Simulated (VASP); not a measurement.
# TiTe2 (P-3m1) in VASP: further runs, part 2 of 2

VASP 6.6.1. Earlier steps stand in the parts before.

### Step 4. Single point, HSE06

Contents of POSCAR:

```
TiTe2
1.0
    3.7770000000      0.0000000000      0.0000000000
   -1.8885000000      3.2709779501      0.0000000000
    0.0000000000      0.0000000000      6.4980000000
Te Ti
2 1
Direct
    0.3333333333      0.6666666667      0.7372000000
    0.6666666667      0.3333333333      0.2628000000
    0.0000000000      0.0000000000      0.0000000000
```

Contents of INCAR.step1:

```
PREC = Accurate
ENCUT = 250
EDIFF = 1E-5
ISMEAR = 0
SIGMA = 0.01
LREAL = False
LASPH = True
NELM = 100
ALGO = Normal
ISIF = 2
LWAVE = True
NBANDS = 20
NKRED = 1
GGA = PE
```

Contents of INCAR.step2:

```
PREC = Accurate
ENCUT = 250
EDIFF = 1E-6
ISMEAR = 0
SIGMA = 0.01
LREAL = False
LASPH = True
NELM = 100
ALGO = Normal
ISIF = 2
LWAVE = False
LCHARG = False
GGA = PE
LHFCALC = True
HFSCREEN = 0.2
PRECFOCK = Fast
NBANDS = 20
NKRED = 1
ISTART = 1
```

Contents of KPOINTS:

```
regular mesh
0
Gamma
  4 4 2
```

Potentials or basis: VASP PAW PBE potentials, release 64 (Te, Ti_sv).

Launch:

```console
$ cat potpaw_PBE.64/Te/POTCAR potpaw_PBE.64/Ti_sv/POTCAR > POTCAR
$ cp INCAR.step1 INCAR
$ mpirun -np 1 vasp_std > vasp.out
$ cp INCAR.step2 INCAR
$ mpirun -np 1 vasp_std > vasp.out
```

OUTCAR:

```text
PREC = Accurate
   ENCUT = 250
   EDIFF = 1E-6
   ISMEAR = 0
   LREAL = False
   LASPH = True
   NELM = 100
   ISIF = 2
   GGA = PE
   LHFCALC = True
   HFSCREEN = 0.2
   PRECFOCK = Fast
   NKRED = 1
   ISTART = 1

 Found      8 irreducible k-points:

 Following reciprocal coordinates:
            Coordinates               Weight
  0.000000  0.000000  0.000000      1.000000
  0.250000  0.000000  0.000000      6.000000
  0.500000  0.000000  0.000000      3.000000
  0.250000  0.250000  0.000000      6.000000
  0.000000  0.000000  0.500000      1.000000
  0.250000  0.000000  0.500000      6.000000
   k-points           NKPTS =      8   k-points in BZ     NKDIM =     32   number of bands    NBANDS=     20
   number of dos      NEDOS =    301   number of ions     NIONS =      3
   total plane-waves  NPLWV =  14400
   dimension x,y,z NGX =    20 NGY =   20 NGZ =   36
   dimension x,y,z NGXF=    40 NGYF=   40 NGZF=   72
   ions per type =               2   1
   NGX,Y,Z   is equivalent  to a cutoff of   8.80,  8.80,  9.21 a.u.
   NGXF,Y,Z  is equivalent  to a cutoff of  17.61, 17.61, 18.42 a.u.
 SYSTEM =  unknown system
   PREC   = accura    normal or accurate (medium, high low for compatibility)
   ISTART =      1    job   : 0-new  1-cont  2-samecut
   ICHARG =      0    charge: 1-file 2-atom 10-const
   ISPIN  =      1    spin polarized calculation?
   LNONCOLLINEAR =      F non collinear calculations
   LSORBIT =      F    spin-orbit coupling
   LASPH  =      T    aspherical Exc in radial PAW
   ENCUT  =  250.0 eV  18.37 Ry    4.29 a.u.   4.87  4.87  8.38*2*pi/ulx,y,z
   NELM   =    100;   NELMIN=  2; NELMDL=  0     # of ELM steps
   EDIFF  = 0.1E-05   stopping-criterion for ELM
   LREAL  =      F    real-space projection
   EDIFFG = 0.1E-04   stopping-criterion for IOM
   NSW    =      0    number of steps for IOM
   IBRION =     -1    ionic relax: 0-MD 1-quasi-New 2-CG
   NFREE  =      0    steps in history (QN), initial steepest desc. (CG)
   ISIF   =      2    stress and relaxation
   ISYM   =      3    0-nonsym 1-usesym 2-fastsym
   POTIM  = 0.5000    time-step for ionic-motion
   TEBEG  =    0.0;   TEEND  =   0.0 temperature during run
   PSTRESS=    0.0 pullay stress
   NELECT =      24.0000    total number of electrons
   NUPDOWN=      -1.0000    fix difference up-down
   EMIN   =  10.00;   EMAX   =-10.00  energy-range for DOS
   EFERMI =   0.00;   METHOD = LEGACY
   ISMEAR =     0;   SIGMA  =   0.01  broadening in eV -4-tet -1-fermi 0-gaus
   EFERMI_NEDOS =   21; number of points for ismear=-14 and -15
   IALGO  =     38    algorithm
   IMIX   =      1    mixing-type and parameters
     AMIX     =   0.40;   BMIX     =  1.00
     AMIX_MAG =   1.60;   BMIX_MAG =  1.00
  volume/ion in A,a.u.               =      26.76       180.58
  Fermi-wavevector in a.u.,A,eV,Ry     =   1.094655  2.068597 16.303438  1.198269
  Thomas-Fermi vector in A             =   2.230964
   LORBIT       =      0    0 simple, 1 ext, 2 COOP (PROOUT), +10 PAW based schemes
   GGA     = PE    functional components
   LHFCALC =     T    Hartree Fock is set to
   PRECFOCK=fast      Normal, Fast or Accurate (Low or Medium for compatibility)
   ENCUT4O =  -1.0   cutoff for four orbital integrals eV
   NKREDX  =     1    reduce k-point grid by
   NKREDY  =     1    reduce k-point grid by
   NKREDZ  =     1    reduce k-point grid by
   AEXX    =    0.2500 exact exchange contribution
   HFSCREEN=    0.2000 screening length (either q_TF or 0.3 A-1)
   HFSCREENC=   0.2000 screening length for correlation (either q_TF or 0.3 A-1)
   ENCUTFOCK=  -1.0 apply spherical cutoff to Coloumb kernel
   IVDW    =     0    specifies the selected vdW correction
   LEPSILON=     F    determine dielectric tensor
   LRPA    =     F    only Hartree local field effects (RPA)
 non-spin polarized calculation
 Gauss-broadening in eV      SIGMA  =   0.01
  energy-cutoff  :      250.00
  volume of cell :       80.28
 maximum number of plane-waves:       732
 NGX is ok and might be reduce to    20
  NGX = 12; NGY = 12; NGZ = 20

 number of electron      23.9999979 magnetization

 Free energy of the ion-electron system (eV)
  ---------------------------------------------------
  ext. energy  EPLUGINS =         0.00000000
  ---------------------------------------------------
  free energy    TOTEN  =       -19.84029973 eV

  energy without entropy =      -19.83981766  energy(sigma->0) =      -19.84005869

 E-fermi :   6.9566     XC(G=0):  -8.1832

 val. band max:        6.9535594291   @ k =   0.5000   0.0000   0.0000
 cond. band min:       7.1899146730   @ k =   0.0000   0.0000   0.0000
 fundamental gap:      0.2363552439
 Fermi energy:         6.9566051311

 k-point     1 :       0.0000    0.0000    0.0000
  band No.  band energies     occupation
      1     -55.8941      2.00000
      2     -30.5114      2.00000
      3     -30.5113      2.00000
      4     -30.4963      2.00000
      5      -7.1723      2.00000
      6      -5.4688      2.00000
[... 12 lines left out ...]
     19      13.0835      0.00000
[... 99 lines left out ...]
      4     -30.4916      2.00000
      5      -5.9399      2.00000
      6      -5.8058      2.00000
[... 12 lines left out ...]
     19      13.4088      0.00000
     20      14.8772      0.00000

 [... further k-points ...]
[... 5 lines left out ...]
  --------------------------------------------------------------------------------------
  -------------------------------------------------------------------------------------
  Total       -0.8743122     -0.8743122     -0.6886591      0.0000000     -0.0000000     -0.0000000
  in kB      -17.4490905    -17.4490905    -13.7439177      0.0000000     -0.0000000     -0.0000000
  external PRESSURE =     -16.2140329 kB  Pullay stress =       0.0000000 kB

 VOLUME and BASIS-vectors are now :
 -----------------------------------------------------------------------------
  energy-cutoff  :      250.00
  volume of cell :       80.28
      direct lattice vectors                 reciprocal lattice vectors
     3.777000000  0.000000000  0.000000000     0.264760392  0.152859484  0.000000000
    -1.888500000  3.270977950  0.000000000     0.000000000  0.305718967  0.000000000
     0.000000000  0.000000000  6.498000000     0.000000000  0.000000000  0.153893506

 POSITION                                       TOTAL-FORCE (eV/Angst)
 -----------------------------------------------------------------------------------
     -0.00000      2.18065      4.79033        -0.000000      0.000000      0.258446
      1.88850      1.09033      1.70767         0.000000      0.000000     -0.258446
      0.00000      0.00000      0.00000         0.000000      0.000000      0.000000
 -----------------------------------------------------------------------------------
    total drift:                                0.000000     -0.000000     -0.000004

  FREE ENERGIE OF THE ION-ELECTRON SYSTEM (eV)
  ---------------------------------------------------
  free  energy   TOTEN  =       -19.8402997251 eV

  energy  without entropy=      -19.8398176554  energy(sigma->0) =      -19.84005869
```

OUTCAR.step1:

```text
PREC = Accurate
   ENCUT = 250
   EDIFF = 1E-5
   ISMEAR = 0
   LREAL = False
[... 252 lines left out ...]
     -0.00000      2.18065      4.79033        -0.000000      0.000000     -0.026124
      1.88850      1.09033      1.70767         0.000000     -0.000000      0.026124
      0.00000      0.00000      0.00000        -0.000000      0.000000      0.000000
 -----------------------------------------------------------------------------------
    total drift:                                0.000000      0.000000     -0.000000

  FREE ENERGIE OF THE ION-ELECTRON SYSTEM (eV)
  ---------------------------------------------------
  free  energy   TOTEN  =       -16.1471211144 eV

  energy  without entropy=      -16.1466390447  energy(sigma->0) =      -16.14688008
```

OSZICAR.step1:

```text
N       E                     dE             d eps       ncg     rms          rms(c)
DAV:   1     0.112133508266E+03    0.11213E+03   -0.72329E+03   336   0.680E+02
DAV:   2    -0.104885601321E+02   -0.12262E+03   -0.11934E+03   384   0.213E+02
DAV:   3    -0.181292367665E+02   -0.76407E+01   -0.75698E+01   432   0.551E+01
DAV:   4    -0.183374176216E+02   -0.20818E+00   -0.20732E+00   432   0.896E+00
DAV:   5    -0.183433427435E+02   -0.59251E-02   -0.59243E-02   416   0.133E+00    0.121E+01
DAV:   6    -0.187782981550E+02   -0.43496E+00   -0.37759E+01   336   0.342E+01    0.152E+01
DAV:   7    -0.164006736183E+02    0.23776E+01   -0.31813E+01   356   0.290E+01    0.547E+00
DAV:   8    -0.161534548751E+02    0.24722E+00   -0.11684E+00   360   0.722E+00    0.176E+00
DAV:   9    -0.161609110326E+02   -0.74562E-02   -0.27231E-01   392   0.312E+00    0.142E+00
DAV:  10    -0.161500649732E+02    0.10846E-01   -0.18633E-01   348   0.287E+00    0.724E-01
DAV:  11    -0.161471367868E+02    0.29282E-02   -0.17750E-02   356   0.914E-01    0.265E-01
DAV:  12    -0.161471817002E+02   -0.44913E-04   -0.58665E-04   384   0.164E-01    0.191E-01
DAV:  13    -0.161471173654E+02    0.64335E-04   -0.30299E-04   368   0.120E-01    0.140E-02
DAV:  14    -0.161471211144E+02   -0.37490E-05   -0.21292E-05   312   0.390E-02
   1 F= -.16147121E+02 E0= -.16146880E+02  d E =-.482070E-03
```

Run time: 90 s. Hardware: 1 thread of Intel Xeon Platinum 8559C (Emerald Rapids), shared host; peak memory 0.24 GiB.

The run converged, but a check on its numbers failed (symmetry, net force, bounds or a known fault of this set-up), so they aren't taken as properties of the crystal.

Caveat: the k mesh is coarse (spacing up to 0.48 Å⁻¹), so the values aren't converged, least of all with exact exchange; the cutoff lies under the usual one of these potentials, so the numbers hold a large basis-set error; the PAW data sets were made with another functional, which shifts forces and pressure a little; this functional lacks dispersion, which binds the layers, so the pressure and a relaxed spacing across them are unreliable.

### Step 5. The reference run

An earlier run on the cell as given: functional PBE; potentials or basis VASP PAW PBE potentials, release 64 (Te, Ti_sv); cutoff 520 eV; k mesh 8 × 8 × 4; occupations fermi-dirac, width 0.05 eV; no spin polarisation.

- Pressure: 0.9 GPa
- Largest force: 0.022 eV/Å
- Band gap on the k mesh: none (metal or under the smearing width)
